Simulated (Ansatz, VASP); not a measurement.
Two plane-wave programs on CdSe

The input INCAR:

```
ALGO = Normal ; EDIFF = 1E-8
ENCUT = 520 ; GGA = PE
ISIF = 2 ; ISMEAR = -1
LASPH = T ; LCHARG = F
LEFG = T ; LREAL = F
LWAVE = F ; NBANDS = 26
NELM = 100 ; PREC = Accurate
SIGMA = 0.02
```

File KPOINTS:

```
k-points
0
Gamma
  5 5 3
```

POSCAR

```
CdSe
1.0
    4.3460853832      0.0000000000      0.0000000000
   -2.1730426916      3.7638203488      0.0000000000
    0.0000000000      0.0000000000      7.0898398800
Cd Se
2 2
Direct
    0.6666666667      0.3333333333      0.4999533600
    0.3333333333      0.6666666667      0.9999533600
    0.6666666667      0.3333333333      0.8759066400
    0.3333333333      0.6666666667      0.3759066400
```

Input for Ansatz:

```yaml
crystal:
  lattice:
    - [4.3460853832, 0.0, 0.0]
    - [-2.1730426916, 3.7638203488, 0.0]
    - [0.0, 0.0, 7.08983988]
  atoms:
    - { symbol: Cd, position: [0.6666666667, 0.3333333333, 0.49995336] }
    - { symbol: Cd, position: [0.3333333333, 0.6666666667, 0.99995336] }
    - { symbol: Se, position: [0.6666666667, 0.3333333333, 0.87590664] }
    - { symbol: Se, position: [0.3333333333, 0.6666666667, 0.37590664] }
kpoints:
  mp_grid: { grid: [5, 5, 3] }
scf:
  occupations: { method: fermi_dirac, width: 0.02 }
hamiltonian:
  xc: pbe
  pseudopotentials: { kind: paw }
output:
  forces: true
  stress: true
  populations: true
  efg: { contact_densities: true }
```

The cell is a database's computed one.

Alike in both runs: task electric field gradients; functional PBE; k mesh 5 × 5 × 3; occupations fermi-dirac, width 0.02 eV; no spin polarisation.

|  | VASP | Ansatz |
| --- | --- | --- |
| version | VASP 6.6.1 | Ansatz 0.2.0 |
| potentials or method | VASP PAW PBE potentials, release 64 (Cd, Se) | plane-wave PAW, scalar-relativistic |
| plane-wave cutoff (eV) | 520 | 420 |
| valence electrons in the cell | 36 | 72 |

|  | VASP | Ansatz | Ansatz less VASP |
| --- | --- | --- | --- |
| pressure (GPa) | 1.5 | 1.3 | -0.28 |
| rms of the force components (eV/Å) | 0.005 | 0.005 | -0.0005 |
| Vzz of the field gradient on the site that differs most (V/Å²) | 3.3 | 2.9 | -0.34 |

Atom by atom the forces differ by 0.000 eV/Å (rms over components). The two sets of potentials don't hold the same shells in valence. Ansatz warned: «gradients_without_spin_orbit».

PBE gaps usually lie below the measured ones, often by a third to a half.
